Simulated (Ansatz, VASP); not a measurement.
One calculation of Nb, two programs

The input INCAR:

```
PREC     = Accurate       # precision mode
ENCUT    = 520            # plane-wave cutoff, eV
EDIFF    = 1E-6           # SCF threshold, eV
ISMEAR   = -1             # smearing method
SIGMA    = 0.08           # smearing width, eV
LREAL    = F              # projectors in reciprocal space
LASPH    = T              # aspherical terms in the spheres
NELM     = 60             # most SCF steps
ALGO     = Normal         # electronic algorithm
ISIF     = 2              # what is computed and relaxed
LWAVE    = F              # write WAVECAR
LCHARG   = F              # write CHGCAR
GGA      = PS             # functional
NBANDS   = 12             # bands
```

Contents of KPOINTS:

```
regular mesh
0
Gamma
  13 13 13
```

File POSCAR:

```
Nb
1.0
    0.0211500000      2.1255750000      2.1255750000
    2.1255750000      0.0211500000      2.1255750000
    2.1255750000      2.1255750000      0.0211500000
Nb
1
Direct
    0.0000000000      0.0000000000      0.0000000000
```

Input for Ansatz:

```yaml
crystal:
  lattice:
    - [0.02115, 2.125575, 2.125575]
    - [2.125575, 0.02115, 2.125575]
    - [2.125575, 2.125575, 0.02115]
  atoms:
    - { symbol: Nb, position: [0.0, 0.0, 0.0] }
kpoints:
  mp_grid: { grid: [13, 13, 13] }
  band_path:
    path:
      - [0.0, 0.0, 0.0]
      - [0.5, 0.5, 0.5]
      - [0.247543133, 0.5, 0.752456867]
      - [-0.247543133, 0.247543133, 0.5]
      - [0.0, 0.0, 0.5]
      - [0.0, 0.0, 0.0]
      - [-0.3737715665, 0.0, 0.3737715665]
      - [0.0, 0.3737715665, 0.6262284335]
      - [0.0, 0.5, 0.5]
    npoints: 5
scf:
  occupations: { method: fermi_dirac, width: 0.08 }
hamiltonian:
  xc: pbesol
  pseudopotentials: { kind: all_electron, lapw: { basis_error: 0.00025 } }
output:
  forces: true
  stress: true
  eigenvalues: true
```

Change from the starting cell: equal xy, yz and zx shear strains of +1 %.

Alike in both runs: task single point; functional PBEsol; k mesh 13 × 13 × 13; occupations fermi-dirac, width 0.08 eV; no spin polarisation.

|  | VASP | Ansatz |
| --- | --- | --- |
| version | VASP 6.6.1 | Ansatz 0.2.0 |
| potentials or method | VASP PAW PBE potentials, release 64 (Nb_sv) | all-electron LAPW, scalar-relativistic |
| plane-wave cutoff (eV) | 520 | see its input |

VASP gave:

| Quantity | Value |
| --- | --- |
| pressure (GPa) | -6.9 |
| largest component of the traceless stress (GPa) | 0.47 |

Task: Which values does Ansatz return?

Result: Pressure (GPa): -6.7; largest component of the traceless stress (GPa): 0.48.

Ansatz ran all-electron here, so the differences hold the error of VASP's frozen core and of both bases.

Caveats: the PAW data sets were made with another functional, which shifts forces and pressure a little (VASP).
